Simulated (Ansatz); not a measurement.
Property card for Ag₂O

Method: DFT r2SCAN, scalar-relativistic, plane waves, PAW in Ansatz.

Cutoff 500 eV; k points 8×8×8 on the computed 6-atom cell (Γ-centred); Gaussian smearing, width 0.01 eV; no spin polarisation.

The structure is relaxed at this level of theory with its symmetry kept.

The structure is cubic, space group Pn-3m (No. 224). The conventional cell has a = 4.756 Å, b = 4.756 Å, c = 4.756 Å, α = 90.00°, β = 90.00°, γ = 90.00°. Around Ag (site symmetry -3m) lie 2 O at 2.06 Å. O (site symmetry -43m) is surrounded by 4 Ag at 2.06 Å.

| Property | Result |
| --- | --- |
| Volume per atom | 17.93 Å³ |
| Formation energy from the elements' standard states (uncorrected) | -0.146 eV/atom |
| Generalised Kohn–Sham band gap | 0.24 eV, direct at Γ |
| Löwdin character of the top 1 eV of the valence band | Ag 4d 52 %, O 2p 32 %, Ag 5s 15 % |
| Löwdin character of the lowest 1 eV of the conduction band | Ag 5s 36 %, Ag 4d 33 %, O 2s 16 %, O 2p 13 % |
| Electron masses at the edge by Cartesian direction of the standard setting (m_e; degenerate bands sorted by energy; no spin-orbit coupling) | x: 0.52; y: 0.52; z: 0.52 |
| Hole masses at the edge by Cartesian direction of the standard setting (m_e; degenerate bands sorted by energy; no spin-orbit coupling) | x: 2.2, 2.2, 0.22; y: 2.2, 2.2, 0.22; z: 2.2, 2.2, 0.22 |
| Bulk modulus | 83 GPa |
| Its pressure derivative | 5.1 |
| Bader charges (e) | Ag (4 in the cell) 0.51, O (2 in the cell) -1.02 |

Cost: 8 runs of about 7.2 core-minutes in all, on Arm Neoverse V1 (shared hosts).